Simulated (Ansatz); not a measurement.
MoS2: phonons with PBE

Slab: MoS2, a slab with vacuum.

```
CELL_PARAMETERS angstrom
3.18413 0.00000 0.00000
-1.59206 2.75753 0.00000
0.00000 0.00000 17.33460
ATOMIC_POSITIONS crystal
Mo 0.00000 0.00000 0.00000
S 0.33333 0.66667 0.91051
S 0.33333 0.66667 0.08949
```

```yaml
Program: Ansatz 0.2.0
Task: phonons
Functional: PBE
Potentials_or_basis: all-electron LAPW, scalar-relativistic
Cutoff: 258 eV (chosen from the basis error)
Basis_error_allowed: 0.002 eV/atom
k_mesh: 10 × 10 × 2
Occupations: fermi-dirac, width 0.05 eV
Spin: no spin polarisation
```

The largest force is 0.219 eV/Å. The band gap on the k mesh is 1.73 eV, indirect (least direct gap 1.92 eV). The highest phonon frequency at Γ, LO-TO splitting left out is 465 cm⁻¹.

Forces in eV/Å, atoms in the order of the input:
```
Mo   0.000  0.000  0.000
S    0.000  0.000 -0.219
S    0.000  0.000  0.219
```

Levels at points of the mesh, in eV from the valence-band top:
| k point | band 27 | band 28 | band 29 | band 30 | band 31 | band 32 |
| --- | --- | --- | --- | --- | --- | --- |
| (0.00, 0.00, 0.00) | -1.59 | -1.59 | 0.00 | 2.72 | 2.72 | 3.00 |
| (0.00, 0.00, -0.50) | -1.59 | -1.59 | 0.00 | 2.72 | 2.72 | 3.00 |
| (0.00, -0.50, 0.00) | -1.88 | -1.05 | -0.67 | 2.19 | 2.71 | 3.85 |
| (0.00, -0.50, -0.50) | -1.88 | -1.05 | -0.67 | 2.19 | 2.71 | 3.85 |

Phonon frequencies in cm⁻¹ (negative: imaginary):
```
              q point                    frequencies
(0.000, 0.000, 0.000)  0 0 0 281 281 378 378 403 465
```

Wall time 3.9 min on 2 threads of Arm Neoverse V1, with other jobs on the host, peak memory 0.86 GiB.
